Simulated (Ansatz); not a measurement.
In PbSe (rock salt type) the Pb atom of the primitive cell, with all its periodic images, is moved by 0.06 Å along [111].

```
Pb Se
1.0
     0.00000    3.10500    3.10500
     3.10500    0.00000    3.10500
     3.10500    3.10500    0.00000
Pb Se
1 1
Direct
  0.00558 0.00558 0.00558
  0.50000 0.50000 0.50000
```

These are results of Ansatz, HSE06, plane waves, PAW datasets (generated soft set 1), not measurements.

Cutoff 420 eV; exchange singularity: Wigner-Seitz; k-mesh 4×4×4 Γ-centred; Fermi–Dirac smearing of 0.05 eV; no spin polarisation; no spin–orbit coupling.

**Question.** What force results?

**Answer.** The force on it along the displacement is 0.0376 eV/Å, a force constant of -0.63 eV/Å². It is negative: the force pushes the atom further, so on this mesh the structure is unstable along this displacement. On a mesh this coarse the force constant of so soft a mode can lie far from its converged value, in sign too.

```tsv
atom	Fx (eV/Å)	Fy (eV/Å)	Fz (eV/Å)
Pb1	0.0217	0.0217	0.0217
Se2	-0.0217	-0.0217	-0.0217
```

Where the force pushes the moved atom further off its site, the soft mode may be real or faked by the k-mesh. The k-mesh is modest, so these values aren't fully converged in k. Spin–orbit coupling is left out, which matters for 6p elements such as Tl, Pb and Bi.
